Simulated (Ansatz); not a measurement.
Basis-set extrapolation for C$_{4}$H$_{10}$O (`CCCCO`) (PBE0-D4/def2-TZVP geometry, frozen core, Ansatz 0.2.0). Multiplicity 1, RHF reference.

```tsv
	def2-TZVPP	def2-QZVPP
HF	-232.245710	-232.256875
MP2 correlation	-0.948069	-1.011829
CCSD(T) correlation	-1.034925	not run
```

Energies in hartree. Use E(X) = E(∞) + A·exp(−7.88·√X) for Hartree–Fock and E(X) = E(∞) + B·X^(−2.97) for correlation, with X = 3 and 4, and add CCSD(T) minus MP2 of the smaller set to the MP2 limit.

What is the CCSD(T) energy at the basis-set limit?

HF limit: -232.256875 + (-0.011165) × 0.13774 = -232.25841. MP2 limit: -1.011829 + (-0.063760) × 0.74074 = -1.05906. Higher-order term: -1.034925 − (-0.948069) = -0.08686. Total: -233.40433 hartree, 324.8 kJ/mol below CCSD(T)/def2-TZVPP.
